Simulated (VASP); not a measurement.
Consider the following.

```
GeO2
1.0
    4.42423     0.00000     0.00000
    0.00000     4.42423     0.00000
    0.00000     0.00000     2.88726
Ge O
2 4
Direct
  0.00000   0.00000   0.00000
  0.50000   0.50000   0.50000
  0.30623   0.30623   0.00000
  0.80623   0.19377   0.50000
  0.19377   0.80623   0.50000
  0.69377   0.69377   0.00000
```

The numbers are results of PBEsol GGA, VASP's PBE PAW potentials (set 64) (plane waves; VASP), not measurements. Settings: 520 eV cut-off, 9×9×14 Γ-centred mesh, Gaussian smearing of 0.010 eV, potentials Ge_d O.

Question: Estimate the energy per atom (σ→0), band gap (on the k-mesh) with the smallest direct gap where there is one.

Answer: 
```json
{
  "band gap (on the k-mesh)": "1.57 eV",
  "smallest direct gap (on the k-mesh)": "1.57 eV",
  "energy per atom (σ→0)": "-6.860 eV/atom"
}
```

Total energies compare only between runs with the same potentials, cut-off and functional.

The compound is GeO2 in the rutile structure. It was relaxed first.
